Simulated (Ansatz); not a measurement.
The system is CdSe (Cadmoselite).

```
Cd Se
1.0
     4.30000    0.00000    0.00000
    -2.15000    3.72391    0.00000
     0.00000    0.00000    7.02000
Cd Se
2 2
Direct
  0.66667 0.33333 0.50000
  0.33333 0.66667 0.00000
  0.66667 0.33333 0.88500
  0.33333 0.66667 0.38500
```

Program: Ansatz 0.2.0. Alike in all runs: potentials or basis all-electron LAPW, scalar-relativistic; cell as given; k mesh 7 × 7 × 4.

**Question.** Order these runs on this cell by their pressure, lowest first.
A. level PBE; spin off; cutoff (eV) 279; smearing fermi-dirac 0.05 eV; basis error allowed 0.001 eV/atom
B. level LDA; spin off; cutoff (eV) 257; smearing fermi-dirac 0.05 eV; basis error allowed 0.002 eV/atom
C. level PBE-LYP; spin collinear, random start; cutoff (eV) 279; smearing methfessel-paxton 0.1 eV; basis error allowed 0.001 eV/atom

**Answer.** B (-1.8 GPa), A (3.0 GPa), C (6.0 GPa).

Not every run made on this cell is shown here.
